**Examination question.** Rock-salt tin telluride, SnTe, is expanded step by step without changing its shape. Its levels are calculated in density-functional theory at a regular mesh of k points, that is, of electron wave vectors. "Gap on mesh" is the distance from the highest filled to the lowest empty level found there; in the "direct gap" both levels belong to one k point. Explain the course of the gap and judge its use.

Rock-salt SnTe (two-atom cell) at several volumes, calculated with GPAW 26.7.0 using the PBEsol functional, PAW data sets and a plane-wave cutoff of 600 eV, without spin polarisation or spin–orbit coupling. The k mesh is 7 × 7 × 7 in every cell, with Fermi–Dirac smearing of 0.05 eV.

```tsv
volume (Å³/atom)	shortest distance (Å)	gap on mesh (eV)	direct gap on mesh (eV)
27.676	3.025	0.502	0.502
29.442	3.088	0.620	0.620
30.352	3.119	0.681	0.681
31.281	3.151	0.664	0.664
32.229	3.182	0.655	0.655
33.196	3.214	0.655	0.655
35.187	3.277	0.675	0.675
```

### 1. Does expansion widen the gap?

Only in part of the range. The gap rises up to 30.352 Å³/atom, where it reaches 0.681 eV, and is slightly smaller in the next cell. It then stays almost level and grows again in the largest cell.

*Remark.* The two ends alone would suggest a steady widening and hide the peak.

### 2. Which edge of the gap causes the break?

The empty one. Measured from the internal zero of the calculation, both edges sink as the cell expands, and the gap shows only how much faster one sinks than the other. The filled edge does so smoothly. The empty edge sinks by 0.33 eV for the last 1% of cell length before the peak, and by 0.40 eV for the next 1%.

*Remark.* The zero itself may move with volume, so these shifts are no absolute deformation potentials. Their difference, the change of the gap, is free of this problem.

### 3. What simple picture gives such a peak?

Imagine two empty levels, one sinking slowly and one fast. In a small cell the slow one is lower and sets the gap. Once the fast one has overtaken it, the gap stops following the first level and follows the second. The gap is therefore the smaller of two smooth curves, and where they cross it has a kink.

The first curve can be estimated from the two smallest cells, which differ by 2% in length. Half their gap difference, carried one further per cent, gives 0.620 + (0.620 − 0.502)/2 = 0.679 eV at 30.352 Å³/atom. A parabola fitted by least squares to the four largest cells, carried back to the same volume, also gives 0.68 eV. Neither used that row, whose value is 0.681 eV, so the curves meet almost exactly there.

*Remark.* The agreement supports a crossing but doesn't identify the levels. Gap and direct gap coincide in every row and the filled edge is smooth, so both empty levels probably belong to the same k point. Two levels of the same symmetry would repel each other there and round off the kink, so these two are expected to differ in symmetry or to couple only weakly. In general, a level pushed up by antibonding overlap between neighbours sinks faster when the atoms move apart. That the second level is the more antibonding one is a guess, because the orbital characters are not at hand.

### 4. Can one coefficient describe the gap near the resting volume?

No. The calculated pressure passes through zero near 30.9 Å³/atom, just beyond the peak. Per unit change in the logarithm of volume, the gap changes by +2.0 eV on the step before the peak and by −0.6 eV on the step after it. A straight line through cells on both sides would average two different slopes and describe neither.

### 5. Would another k point respond in the same way?

Not necessarily. Between 29.442 and 33.196 Å³/atom the mesh gap grows by 0.035 eV in all, with its peak in between. Over the same expansion the direct gap at Γ, the centre of the Brillouin zone, shrinks from 5.77 to 5.18 eV, while that at the corner point W hardly changes. Each level has its own mixture of orbitals and so its own response to distance.

*Remark.* A volume coefficient needs the name of its k point and levels. "The gap of SnTe under strain" is too vague.

### 6. What could change with eight mesh divisions instead of seven?

The point L, at the middle of the hexagonal zone faces, would be included, provided that the mesh still contains Γ. Each of the four distinct L points has a coordinate of one half along at least one reciprocal axis, and sevenths never make one half. An even mesh that is shifted off Γ would miss L again. The band edges of SnTe are known to lie at or near L, so the true gap may be much smaller than the one listed. The nearest point of the present mesh is still one seventh of the way from L to Γ.

*Remark.* The peak is thus a feature of the sampled levels. It is no evidence for a change in the topology of the bands. If two bands did exchange their order at L, a nearby mesh point would be expected to show a shallow minimum of the gap, like the one at larger volumes. The levels at L itself, together with their parities, would test that.

### 7. Which digits can be trusted?

The third decimal is useful for comparing these rows with one another, since all share the same settings. The equal values at 32.229 and 33.196 Å³/atom suggest that the second curve has its minimum between these two cells. As a property of real SnTe, even the first decimal is uncertain. Besides the missing point L, spin–orbit coupling is left out, and for elements as heavy as tin and tellurium it can move levels by tenths of an electronvolt. The gaps of a semilocal functional such as PBEsol can be wrong by a similar amount.

*Remark.* For a usable strain coefficient, first put L on the mesh and switch on spin–orbit coupling. Then follow the same two levels at the same k point through all volumes, and take their difference only afterwards.
